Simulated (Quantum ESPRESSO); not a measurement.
# TiAl (P-6m2) in Quantum ESPRESSO: notebook, part 2 of 3

Quantum ESPRESSO 7.5. The steps go on from the part before.

### 4 Phonons, LDA

pw.in

```
&CONTROL
  calculation = 'scf'
  prefix = 'pwscf'
  outdir = './tmp'
  pseudo_dir = './pseudo'
  tprnfor = .true.
  tstress = .true.
  disk_io = 'low'
/
&SYSTEM
  ibrav = 0
  celldm(1) = 8
  nat = 2
  ntyp = 2
  ecutwfc = 52
  ecutrho = 312
  nbnd = 13
  occupations = 'smearing'
  smearing = 'mp'
  degauss = 0.00999582
/
&ELECTRONS
  conv_thr = 4d-10
  electron_maxstep = 120
  mixing_beta = 0.5
/
ATOMIC_SPECIES
Ti    47.8670 Ti.LDA_PW-JTH.UPF
Al    26.9815 Al.LDA_PW-JTH.UPF
CELL_PARAMETERS alat
  0.6772925434108   0.0000000000000   0.0000000000000
 -0.3386462716936   0.5865525483804   0.0000000000000
  0.0000000000000   0.0000000000000   1.1050369572835
ATOMIC_POSITIONS crystal
Ti     0.0000000000    0.0000000000    0.0000000000
Al     0.3333333333    0.6666666667    0.5000000000
K_POINTS automatic
11 11 6 0 0 0
```

relax.in

```
&CONTROL
  calculation = 'vc-relax'
  prefix = 'pwscf'
  outdir = './tmp'
  pseudo_dir = './pseudo'
  tprnfor = .true.
  tstress = .true.
  disk_io = 'low'
  nstep = 40
  forc_conv_thr = 0.0001
  etot_conv_thr = 1d-06
/
&SYSTEM
  ibrav = 0
  celldm(1) = 8
  nat = 2
  ntyp = 2
  ecutwfc = 52
  ecutrho = 312
  nbnd = 13
  occupations = 'smearing'
  smearing = 'mp'
  degauss = 0.00999582
/
&ELECTRONS
  conv_thr = 4d-10
  electron_maxstep = 120
  mixing_beta = 0.5
/
&IONS
  ion_dynamics = 'bfgs'
/
&CELL
  cell_dynamics = 'bfgs'
  press = 0
  press_conv_thr = 0.2
/
ATOMIC_SPECIES
Ti    47.8670 Ti.LDA_PW-JTH.UPF
Al    26.9815 Al.LDA_PW-JTH.UPF
CELL_PARAMETERS alat
  0.6772925434067  -0.0000000000068   0.0000000000000
 -0.3386462716974   0.5865525483874   0.0000000000000
  0.0000000000000   0.0000000000000   1.1050369572835
ATOMIC_POSITIONS crystal
Ti     0.0000000000    0.0000000000    0.0000000000
Al     0.3333333333    0.6666666667    0.5000000000
K_POINTS automatic
11 11 6 0 0 0
```

scf2.in

```
&CONTROL
  calculation = 'scf'
  prefix = 'pwscf'
  outdir = './tmp'
  pseudo_dir = './pseudo'
  tprnfor = .true.
  tstress = .true.
  disk_io = 'low'
/
&SYSTEM
  ibrav = 0
  celldm(1) = 8
  nat = 2
  ntyp = 2
  ecutwfc = 52
  ecutrho = 312
  nbnd = 13
  occupations = 'smearing'
  smearing = 'mp'
  degauss = 0.00999582
/
&ELECTRONS
  conv_thr = 1d-13
  electron_maxstep = 120
  mixing_beta = 0.5
  startingpot = 'file'
  startingwfc = 'file'
/
ATOMIC_SPECIES
Ti    47.8670 Ti.LDA_PW-JTH.UPF
Al    26.9815 Al.LDA_PW-JTH.UPF
CELL_PARAMETERS alat
  0.6640171394410  -0.0000000000068   0.0000000000000
 -0.3320085697146   0.5750557113076   0.0000000000000
  0.0000000000000   0.0000000000000   1.0849105043097
ATOMIC_POSITIONS crystal
Ti     0.0000000000    0.0000000000    0.0000000000
Al     0.3333333333    0.6666666667    0.5000000000
K_POINTS automatic
11 11 6 0 0 0
```

ph.in

```
phonons of TiAl
&INPUTPH
  prefix = 'pwscf'
  outdir = './tmp'
  tr2_ph = 1d-18
  fildyn = 'dyn'
  niter_ph = 90
  alpha_mix(1) = 0.4
/
0.0000000000 0.0000000000 0.0000000000
```

dynmat.in

```
&INPUT
  fildyn = 'dyn'
  asr = 'crystal'
  filout = 'dynmat.disp'
  fileig = 'dynmat.eig'
/
```

Potentials or basis: JTH 2.0 LDA.

The run is started by

```bash
$ OMP_NUM_THREADS=1 pw.x -in pw.in > pw.out
$ OMP_NUM_THREADS=1 pw.x -in relax.in > relax.out
$ OMP_NUM_THREADS=1 pw.x -in scf2.in > scf2.out
$ OMP_NUM_THREADS=1 ph.x -in ph.in > ph.out
$ OMP_NUM_THREADS=1 dynmat.x -in dynmat.in > dynmat.out
```

pw.out:

```text
This program is part of the open-source Quantum ESPRESSO suite
     for quantum simulation of materials; please cite
         "P. Giannozzi et al., J. Phys.:Condens. Matter 21 395502 (2009);
         "P. Giannozzi et al., J. Phys.:Condens. Matter 29 465901 (2017);
         "P. Giannozzi et al., J. Chem. Phys. 152 154105 (2020);
     in publications or presentations arising from this work. More details at

     file Ti.LDA_PW-JTH.UPF: wavefunction(s)  4S 3P 0P 3D 0D renormalized
     file Al.LDA_PW-JTH.UPF: wavefunction(s)  3S 0S 3P 0P renormalized
     Message from routine setup:
     using ibrav=0 with symmetry is DISCOURAGED, use correct ibrav instead

     G-vector sticks info
     --------------------
     sticks:   dense  smooth     PW     G-vecs:    dense   smooth      PW
     Sum         637     421    121                20917    11417    1967

     Using Slab Decomposition

     bravais-lattice index     =            0
     lattice parameter (alat)  =       8.0000  a.u.
     unit-cell volume          =     224.7657 (a.u.)^3
     number of atoms/cell      =            2
     number of atomic types    =            2
     number of electrons       =        15.00
     number of Kohn-Sham states=           13
     kinetic-energy cutoff     =      52.0000  Ry
     charge density cutoff     =     312.0000  Ry
     scf convergence threshold =      4.0E-10
     mixing beta               =       0.5000
     number of iterations used =            8  plain     mixing
     Exchange-correlation= SLA PW NOGX NOGC
                           (   1   4   0   0   0   0   0)

     celldm(1)=   8.000000  celldm(2)=   0.000000  celldm(3)=   0.000000
     celldm(4)=   0.000000  celldm(5)=   0.000000  celldm(6)=   0.000000

[... 121 lines left out ...]
     Initial potential from superposition of free atoms

     starting charge      14.9949, renormalised to      15.0000

     negative rho (up, down):  1.067E-03 0.000E+00
     Starting wfcs are   26 randomized atomic wfcs

     Self-consistent Calculation

     iteration #  1     ecut=    52.00 Ry     beta= 0.50
     Davidson diagonalization with overlap
     ethr =  1.00E-02,  avg # of iterations =  3.5

     negative rho (up, down):  1.198E-03 0.000E+00
[... 76 lines left out ...]
     iteration # 10     ecut=    52.00 Ry     beta= 0.50
     Davidson diagonalization with overlap
     ethr =  2.62E-11,  avg # of iterations =  2.9

     negative rho (up, down):  1.272E-03 0.000E+00

     End of self-consistent calculation

          k = 0.0000 0.0000 0.0000 (  1389 PWs)   bands (ev):

   -45.6025 -22.2391 -21.8164 -21.8164   1.4351   8.0229   8.5660  11.5576
    11.5576  13.0363  13.0363  14.1968  23.1450
[... 313 lines left out ...]
   -45.4909 -22.2833 -22.1671 -22.1327   7.8104   8.5917   9.6076  10.0194
    10.3586  11.5302  13.5426  14.8287  15.4506

     the Fermi energy is    10.2968 ev

!    total energy              =    -217.64820087 Ry
     total all-electron energy =      -217.648201 Ry
     estimated scf accuracy    <          3.6E-10 Ry
     smearing contrib. (-TS)   =      -0.00007880 Ry
     internal energy E=F+TS    =    -217.64812208 Ry

     The total energy is F=E-TS. E is the sum of the following terms:
     one-electron contribution =     -62.10549724 Ry
     hartree contribution      =      35.05058312 Ry
     xc contribution           =     -17.65050475 Ry
     ewald contribution        =     -76.58437422 Ry
     one-center paw contrib.   =     -96.35832899 Ry

     convergence has been achieved in  10 iterations

     negative rho (up, down):  1.272E-03 0.000E+00

     Forces acting on atoms (cartesian axes, Ry/au):

     atom    1 type  1   force =    -0.00000000   -0.00000000    0.00000000
     atom    2 type  2   force =     0.00000000    0.00000000    0.00000000

     Total force =     0.000000     Total SCF correction =     0.000000

     Computing stress (Cartesian axis) and pressure

     negative rho (up, down):  1.272E-03 0.000E+00
          total   stress  (Ry/bohr**3)                   (kbar)     P=      -60.83
  -0.00039043   0.00000000  -0.00000000          -57.43        0.00       -0.00
   0.00000000  -0.00039043  -0.00000000            0.00      -57.43       -0.00
   0.00000000   0.00000000  -0.00045962            0.00        0.00      -67.61

=------------------------------------------------------------------------------=
   JOB DONE.
=------------------------------------------------------------------------------=
```

relax.out:

```text
This program is part of the open-source Quantum ESPRESSO suite
     for quantum simulation of materials; please cite
         "P. Giannozzi et al., J. Phys.:Condens. Matter 21 395502 (2009);
         "P. Giannozzi et al., J. Phys.:Condens. Matter 29 465901 (2017);
         "P. Giannozzi et al., J. Chem. Phys. 152 154105 (2020);
[... 1084 lines left out ...]
  -0.00000000   0.00000019   0.00000000           -0.00        0.03        0.00
  -0.00000000   0.00000000  -0.00000011           -0.00        0.00       -0.02

=------------------------------------------------------------------------------=
   JOB DONE.
=------------------------------------------------------------------------------=
```

Run time: 7.5 min. Hardware: 1 thread of Arm Neoverse V1, shared host; peak memory 0.13 GiB.

What came out:

| Property | Result |
| --- | --- |
| Free energy | -2961.2913 eV |
| Relaxed volume | 15.72 Å³/atom |
| Relaxed cell | a = 2.811 Å, b = 2.811 Å, c = 4.593 Å, α = 90.00°, β = 90.00°, γ = 120.00° |
| Space group after relaxing (to 0.05 Å) | P-6m2 (No. 187) |
| Pressure after relaxing | 0.0 GPa |
| Band gap on the k mesh | none (metal or under the smearing width) |
| Highest phonon frequency at Γ | 346 cm⁻¹ |

Step by step:
```
step  energy change (eV)  largest force (eV/Å)  pressure (GPa)  volume (Å³)
   1              0.0000                0.0000           -6.08        33.31
   2             -0.0292                0.0000           -2.95        32.28
   3             -0.0370                0.0000            0.26        31.38
   4             -0.0371                0.0000           -0.01        31.44
   5             -0.0372                0.0000           -0.07        31.45
   6             -0.0372                0.0000           -0.04        31.44
   7             -0.0372                0.0000           -0.01        31.43
```

Final structure:
```
Ti Al
1.0
     2.81106    0.00000    0.00000
    -1.40553    2.43445    0.00000
     0.00000    0.00000    4.59288
Ti Al
1 1
Direct
  0.00000 0.00000 0.00000
  0.33333 0.66667 0.50000
```

Phonon frequencies in cm⁻¹ (negative: imaginary):
```
              q point         frequencies
(0.000, 0.000, 0.000)  -2 1 1 182 182 346
```

Optical modes at Γ, degenerate ones joined:
```csv
cm⁻¹,components,symmetry,active in
182,2,E',IR and Raman
346,1,A''2,IR
```

Caveat: the mesh is thin for the phonons of a metal.

(Part 2 of 3 ends here.)
